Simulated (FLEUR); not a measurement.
# Cr (P6_3/mmc) in FLEUR: a series of runs, part 2 of 2

FLEUR MaX-R8.1 (later development tree). Earlier steps stand in the parts before.

### 3 Equation of state, r2SCAN, collinear spin, ferromagnetic start, 13.22 Å³/atom (volume scaled by 0.94)

inp.xml reads:

```xml
<?xml version="1.0" encoding="UTF-8" standalone="no"?>
<fleurInput fleurInputVersion="0.39">
   <comment>
      Cr                                                                                                  
   </comment>
   <calculationSetup>
      <cutoffs Kmax="4.26" Gmax="13.2" GmaxXC="13.2" numbands="0"/>
      <scfLoop itmax="80" minDistance="0.0001" maxIterBroyd="30" imix="Anderson" alpha="0.05" precondParam="0.0" spinf="2.0" sdNocoIR="T"/>
      <coreElectrons ctail="F" frcor="F" kcrel="0" coretail_lmax="0"/>
      <xcFunctional name="LibXC" relativisticCorrections="F">
         <LibXCName exchange="mgga_x_r2scan" correlation="mgga_c_r2scan"/>
         <AuxGGA exchange="117" correlation="130"/>
      </xcFunctional>
      <magnetism jspins="2"/>
      <soc l_soc="F" theta="0.0" phi="0.0" spav="F"/>
      <expertModes spex="0" secvar="F"/>
      <geometryOptimization l_f="F" forcealpha="1.0" forcemix="BFGS" epsdisp="0.00001" epsforce="0.00001"/>
      <ldaU l_linMix="F" mixParam="0.05" spinf="1.0"/>
   </calculationSetup>
   <cell>
      <bzIntegration valenceElectrons="28.0" mode="hist" fermiSmearingEnergy="0.00183747">
         <kPointListSelection listName="default-1"/>
         <!-- k-points included here -->
         <xi:include xmlns:xi="http://www.w3.org/2001/XInclude" href="kpts.xml"> </xi:include>
      </bzIntegration>
      <!-- symmetry operations included here -->
      <xi:include xmlns:xi="http://www.w3.org/2001/XInclude" href="sym.xml"> </xi:include>
      <bulkLattice scale="0.9795861087">
         <bravaisMatrix>
            <row-1>    5.1287167021643993     0.0000000000000000     0.0000000000000000</row-1>
            <row-2>   -2.5643583510821997     4.4415989529427842     0.0000000000000000</row-2>
            <row-3>    0.0000000000000000     0.0000000000000000     8.3336922094859993</row-3>
         </bravaisMatrix>
      </bulkLattice>
   </cell>
   <atomSpecies>
      <species name="Chromium (3.000" element="Cr" atomicNumber="24">
         <mtSphere radius="2.3" gridPoints="783" logIncrement="0.015"/>
         <atomicCutoffs lmax="9" lnonsphr="9"/>
         <electronConfig flipSpins="F">
            <coreConfig>(1s1/2) (2s1/2) (2p1/2) (2p3/2)</coreConfig>
            <valenceConfig>(3s1/2) (3p1/2) (3p3/2) (4s1/2) (3d3/2) (3d5/2)</valenceConfig>
            <stateOccupation state="(4s1/2)" spinUp="0.5" spinDown="0.5"/>
            <stateOccupation state="(3d3/2)" spinUp="1.0" spinDown="1.0"/>
            <stateOccupation state="(3d5/2)" spinUp="3.0" spinDown="0.0"/>
         </electronConfig>
         <energyParameters s="4" p="4" d="3" f="4"/>
         <lo type="SCLO" l="0" n="3" eDeriv="0"/>
         <lo type="SCLO" l="1" n="3" eDeriv="0"/>
         <lo type="SCLO" l="1" n="3" eDeriv="1"/>
         <lo type="SCLO" l="2" n="3" eDeriv="2"/>
         <lo type="SCLO" l="3" n="4" eDeriv="2"/>
      </species>
   </atomSpecies>
   <atomGroups>
      <atomGroup species="Chromium (3.000">
         <relPos label="                   1">-1.000/3.000 1.000/3.000 -1.000/4.000</relPos>
         <relPos label="                   2">1.000/3.000 -1.000/3.000 1.000/4.000</relPos>
         <force calculate="T" relaxXYZ="TTT"/>
      </atomGroup>
   </atomGroups>
   <output dos="F" band="F" slice="F">
      <checks vchk="F" cdinf="F"/>
      <bandDOS minEnergy="-.5*Htr" maxEnergy="0.5*Htr" sigma="0.015" storeEVData="T"/>
      <vacuumDOS vacdos="F" integ="F" star="F" nstars="0" locx1="0.0" locy1="0.0" locx2="0.0" locy2="0.0" nstm="0" tworkf="0.0"/>
      <unfoldingBand unfoldBand="F" supercellX="1" supercellY="1" supercellZ="1"/>
      <plotting iplot="0" polar="F">
         <plot TwoD="T" vec1="  1.0  0.0  0.0" vec2="  0.0  1.0  0.0" vec3="  0.0  0.0  1.0" zero="  0.0  0.0  0.0" file="plot"/>
      </plotting>
      <chargeDensitySlicing numkpt="0" minEigenval="0.0" maxEigenval="0.0" nnne="0" pallst="F"/>
      <specialOutput eonly="F"/>
      <moessbauerParams electricFieldGradient="T" isomerShift="T" coreHyperfine="T" valenceHyperfine="T"/>
      <magneticCircularDichroism mcd="F" energyLo="-10.0" energyUp="0.0"/>
   </output>
  <!-- We include the file relax.xml here to enable relaxations (see documentation) -->
  <xi:include xmlns:xi="http://www.w3.org/2001/XInclude" href="relax.xml"> <xi:fallback/> </xi:include>
</fleurInput>
```

Potentials or basis: all-electron, FLAPW.

Started as:

```
$ inpgen -f crystal.txt -profile fastHighL
$ # inp.xml edited to the form shown
$ fleur_MPI
```

Standard output:

```text
Welcome to FLEUR        (www.flapw.de)
      MaX-Release 8.1          (www.max-centre.eu)
 func_ids         498         497         498         497
 MetaGGA potential functional detected - V_tau will be computed
 Auxiliary Potential for radial basis: exchange=         117  correlation=         130
The functional 'Re-regularized SCAN exchange by Furness et al' is an exchange functional, it belongs to the 'MGGA' family and is defined in the reference(s):
[1] J. W. Furness, A. D. Kaplan, J. Ning, J. P. Perdew, and J. Sun.,  J. Phys. Chem. Lett. 11, 8208-8215 (2020)
[2] J. W. Furness, A. D. Kaplan, J. Ning, J. P. Perdew, and J. Sun.,  J. Phys. Chem. Lett. 11, 9248-9248 (2020)
The functional 'Re-regularized SCAN correlation by Furness et al' is a correlation functional, it belongs to the 'MGGA' family and is defined in the reference(s):
[1] J. W. Furness, A. D. Kaplan, J. Ning, J. P. Perdew, and J. Sun.,  J. Phys. Chem. Lett. 11, 8208-8215 (2020)
[2] J. W. Furness, A. D. Kaplan, J. Ning, J. P. Perdew, and J. Sun.,  J. Phys. Chem. Lett. 11, 9248-9248 (2020)
 Using same functional for VXC and EXC

 ========== k-point set info ==========
 Selected k-point list: default-1
 k-point list type: mesh
 11 x 11 x 6
 Number of k points: 64

 ------------Calculation Setup---------------------------
 Number of MPI-tasks      :            1
 Number of PE/node        :            1
 Number of OMP-threads    :            1
 Most efficient MPI parallelization for:
           1           2           4           8          16          32          64
 Additional eigenvalue parallelization possible
 Number of basis functions:          315
 Approximate size of matrices (H+S) per k-point:         0.001 GB
 --------------------------------------------------------
The functional 'Hammer, Hansen, and Norskov' is an exchange functional, it belongs to the 'GGA' family and is defined in the reference(s):
[... 6 lines left out ...]
 Reset of history
 Reset of history
 Iteration:     1   Distance:      41.51463994 me/bohr^3
The functional 'Hammer, Hansen, and Norskov' is an exchange functional, it belongs to the 'GGA' family and is defined in the reference(s):
[1] B. Hammer, L. B. Hansen, and J. K. Nørskov.,  Phys. Rev. B 59, 7413 (1999)
The functional 'Perdew, Burke & Ernzerhof' is a correlation functional, it belongs to the 'GGA' family and is defined in the reference(s):
[1] J. P. Perdew, K. Burke, and M. Ernzerhof.,  Phys. Rev. Lett. 77, 3865 (1996)
[2] J. P. Perdew, K. Burke, and M. Ernzerhof.,  Phys. Rev. Lett. 78, 1396 (1997)
 Using same functional for VXC and EXC
 Iteration:     2   Distance:      35.76311852 me/bohr^3
The functional 'Hammer, Hansen, and Norskov' is an exchange functional, it belongs to the 'GGA' family and is defined in the reference(s):
[1] B. Hammer, L. B. Hansen, and J. K. Nørskov.,  Phys. Rev. B 59, 7413 (1999)
The functional 'Perdew, Burke & Ernzerhof' is a correlation functional, it belongs to the 'GGA' family and is defined in the reference(s):
[1] J. P. Perdew, K. Burke, and M. Ernzerhof.,  Phys. Rev. Lett. 77, 3865 (1996)
[2] J. P. Perdew, K. Burke, and M. Ernzerhof.,  Phys. Rev. Lett. 78, 1396 (1997)
 Using same functional for VXC and EXC
 Iteration:     3   Distance:      32.49760656 me/bohr^3
The functional 'Hammer, Hansen, and Norskov' is an exchange functional, it belongs to the 'GGA' family and is defined in the reference(s):
[1] B. Hammer, L. B. Hansen, and J. K. Nørskov.,  Phys. Rev. B 59, 7413 (1999)
The functional 'Perdew, Burke & Ernzerhof' is a correlation functional, it belongs to the 'GGA' family and is defined in the reference(s):
[1] J. P. Perdew, K. Burke, and M. Ernzerhof.,  Phys. Rev. Lett. 77, 3865 (1996)
[2] J. P. Perdew, K. Burke, and M. Ernzerhof.,  Phys. Rev. Lett. 78, 1396 (1997)
 Using same functional for VXC and EXC
 Iteration:     4   Distance:      17.18354146 me/bohr^3
The functional 'Hammer, Hansen, and Norskov' is an exchange functional, it belongs to the 'GGA' family and is defined in the reference(s):
[1] B. Hammer, L. B. Hansen, and J. K. Nørskov.,  Phys. Rev. B 59, 7413 (1999)
The functional 'Perdew, Burke & Ernzerhof' is a correlation functional, it belongs to the 'GGA' family and is defined in the reference(s):
[1] J. P. Perdew, K. Burke, and M. Ernzerhof.,  Phys. Rev. Lett. 77, 3865 (1996)
[2] J. P. Perdew, K. Burke, and M. Ernzerhof.,  Phys. Rev. Lett. 78, 1396 (1997)
 Using same functional for VXC and EXC
 Iteration:     5   Distance:      10.55639750 me/bohr^3
The functional 'Hammer, Hansen, and Norskov' is an exchange functional, it belongs to the 'GGA' family and is defined in the reference(s):
[... 186 lines left out ...]
 Using same functional for VXC and EXC
 Iteration:    32   Distance:       0.00031432 me/bohr^3
The functional 'Hammer, Hansen, and Norskov' is an exchange functional, it belongs to the 'GGA' family and is defined in the reference(s):
[1] B. Hammer, L. B. Hansen, and J. K. Nørskov.,  Phys. Rev. B 59, 7413 (1999)
The functional 'Perdew, Burke & Ernzerhof' is a correlation functional, it belongs to the 'GGA' family and is defined in the reference(s):
[1] J. P. Perdew, K. Burke, and M. Ernzerhof.,  Phys. Rev. Lett. 77, 3865 (1996)
[2] J. P. Perdew, K. Burke, and M. Ernzerhof.,  Phys. Rev. Lett. 78, 1396 (1997)
 Using same functional for VXC and EXC
 Iteration:    33   Distance:       0.00020602 me/bohr^3
The functional 'Hammer, Hansen, and Norskov' is an exchange functional, it belongs to the 'GGA' family and is defined in the reference(s):
[1] B. Hammer, L. B. Hansen, and J. K. Nørskov.,  Phys. Rev. B 59, 7413 (1999)
The functional 'Perdew, Burke & Ernzerhof' is a correlation functional, it belongs to the 'GGA' family and is defined in the reference(s):
[1] J. P. Perdew, K. Burke, and M. Ernzerhof.,  Phys. Rev. Lett. 77, 3865 (1996)
[2] J. P. Perdew, K. Burke, and M. Ernzerhof.,  Phys. Rev. Lett. 78, 1396 (1997)
 Using same functional for VXC and EXC
 Iteration:    34   Distance:       0.00012322 me/bohr^3
The functional 'Hammer, Hansen, and Norskov' is an exchange functional, it belongs to the 'GGA' family and is defined in the reference(s):
[1] B. Hammer, L. B. Hansen, and J. K. Nørskov.,  Phys. Rev. B 59, 7413 (1999)
The functional 'Perdew, Burke & Ernzerhof' is a correlation functional, it belongs to the 'GGA' family and is defined in the reference(s):
[1] J. P. Perdew, K. Burke, and M. Ernzerhof.,  Phys. Rev. Lett. 77, 3865 (1996)
[2] J. P. Perdew, K. Burke, and M. Ernzerhof.,  Phys. Rev. Lett. 78, 1396 (1997)
 Using same functional for VXC and EXC
 Iteration:    35   Distance:       0.00005594 me/bohr^3

 ********************************************************************
 Run finished successfully
 Stop message:
   all done
 ********************************************************************
```

out.xml (last iteration):

```text
<iteration numberForCurrentRun="   35" overallNumber="   35">
         <energyParameters units="Htr">
            <atomicEP atomType="1" spin="1" branch="4s" branchLowest="-2.25" branchHighest="2.20" value="0.2393345928"/>
            <atomicEP atomType="1" spin="1" branch="4p" branchLowest="-1.17" branchHighest="2.74" value="0.3586560325"/>
            <atomicEP atomType="1" spin="1" branch="3d" branchLowest="-9.99" branchHighest="0.54" value="0.3451638377"/>
            <atomicEP atomType="1" spin="1" branch="4f" branchLowest="-9.99" branchHighest="3.44" value="0.6578598242"/>
[... 118 lines left out ...]
            <chargeDensity spin="1" distance="0.0000253564"/>
            <chargeDensity spin="2" distance="0.0000346868"/>
            <overallChargeDensity distance="0.0000237365"/>
            <spinDensity distance="0.0000559358"/>
         </densityConvergence>
      </iteration>
```

Wall time 2.1 min (1 thread of Arm Neoverse V2, shared host); peak memory 0.13 GiB.

Results:

```yaml
Free_energy: -57198.5652 eV
Band_gap_on_the_k_mesh: none (metal or under the smearing width)
Net_moment: 3.29 μB per cell
Site_moments: Cr +1.56 μB
Valence_electrons_inside_the_program's_atomic_spheres: Cr 12.55 (radii Cr 2.3 bohr)
```

Caveat: the meta-GGA is that of a development version, with a GGA for the radial functions and cores and without core tails.

### 4 Equation of state, r2SCAN, collinear spin, ferromagnetic start, 13.50 Å³/atom (volume scaled by 0.96)

Edit inp.xml of step 3 so:

```diff
@@ -27,3 +27,3 @@
       <xi:include xmlns:xi="http://www.w3.org/2001/XInclude" href="sym.xml"> </xi:include>
-      <bulkLattice scale="0.9795861087">
+      <bulkLattice scale="0.9864848297">
          <bravaisMatrix>
```

Started as:

```
$ inpgen -f crystal.txt -profile fastHighL
$ # inp.xml edited to the form shown
$ fleur_MPI
```

It took 97 s on 1 thread of Arm Neoverse V2, shared host; peak memory 0.13 GiB.

The run converged. Its results:

| Quantity | Value |
| --- | --- |
| Free energy | -57198.5192 eV |
| Band gap on the k mesh | none (metal or under the smearing width) |
| Net moment | 3.74 μB per cell |
| Site moments | Cr +1.78 μB |
| Valence electrons inside the program's atomic spheres | Cr 12.53 (radii Cr 2.3 bohr) |

Caveat: the meta-GGA is that of a development version, with a GGA for the radial functions and cores and without core tails.

### 5 Equation of state, r2SCAN, collinear spin, ferromagnetic start, 14.07 Å³/atom

Edit inp.xml of step 4 so:

```diff
@@ -27,3 +27,3 @@
       <xi:include xmlns:xi="http://www.w3.org/2001/XInclude" href="sym.xml"> </xi:include>
-      <bulkLattice scale="0.9864848297">
+      <bulkLattice scale="1.0000000000">
          <bravaisMatrix>
```

Started as:

```
$ inpgen -f crystal.txt -profile fastHighL
$ # inp.xml edited to the form shown
$ fleur_MPI
```

Run time: 85 s. Hardware: 1 thread of Arm Neoverse V2, shared host; peak memory 0.13 GiB.

Results (log left out):

```
Free energy                                           : -57198.4238 eV
Band gap on the k mesh                                : none (metal or under the smearing width)
Net moment                                            : 4.10 μB per cell
Site moments                                          : Cr +1.96 μB
Valence electrons inside the program's atomic spheres : Cr 12.47 (radii Cr 2.3 bohr)
```

Caveat: the meta-GGA is that of a development version, with a GGA for the radial functions and cores and without core tails.

### 6 Equation of state, r2SCAN, collinear spin, ferromagnetic start, 14.63 Å³/atom (volume scaled by 1.04)

Edit inp.xml of step 5 so:

```diff
@@ -27,3 +27,3 @@
       <xi:include xmlns:xi="http://www.w3.org/2001/XInclude" href="sym.xml"> </xi:include>
-      <bulkLattice scale="1.0000000000">
+      <bulkLattice scale="1.0131594038">
          <bravaisMatrix>
```

Potentials or basis: all-electron, FLAPW.

Started as:

```
$ inpgen -f crystal.txt -profile fastHighL
$ # inp.xml edited to the form shown
$ fleur_MPI
```

Wall time 86 s (1 thread of Arm Neoverse V2, shared host); peak memory 0.13 GiB.

Results (log left out):

- Free energy: -57198.3039 eV
- Band gap on the k mesh: none (metal or under the smearing width)
- Net moment: 4.28 μB per cell
- Site moments: Cr +2.04 μB
- Valence electrons inside the program's atomic spheres: Cr 12.43 (radii Cr 2.3 bohr)

Caveat: the meta-GGA is that of a development version, with a GGA for the radial functions and cores and without core tails.

### 7 Equation of state, r2SCAN, collinear spin, ferromagnetic start, 14.91 Å³/atom (volume scaled by 1.06)

Edit inp.xml of step 6 so:

```diff
@@ -27,3 +27,3 @@
       <xi:include xmlns:xi="http://www.w3.org/2001/XInclude" href="sym.xml"> </xi:include>
-      <bulkLattice scale="1.0131594038">
+      <bulkLattice scale="1.0196128224">
          <bravaisMatrix>
```

Started as:

```
$ inpgen -f crystal.txt -profile fastHighL
$ # inp.xml edited to the form shown
$ fleur_MPI
```

Run time: 93 s. Hardware: 1 thread of Arm Neoverse V2, shared host; peak memory 0.13 GiB.

Results (log left out):

| Property | Result |
| --- | --- |
| Free energy | -57198.2369 eV |
| Band gap on the k mesh | none (metal or under the smearing width) |
| Net moment | 4.39 μB per cell |
| Site moments | Cr +2.10 μB |
| Valence electrons inside the program's atomic spheres | Cr 12.40 (radii Cr 2.3 bohr) |

Caveat: the meta-GGA is that of a development version, with a GGA for the radial functions and cores and without core tails.
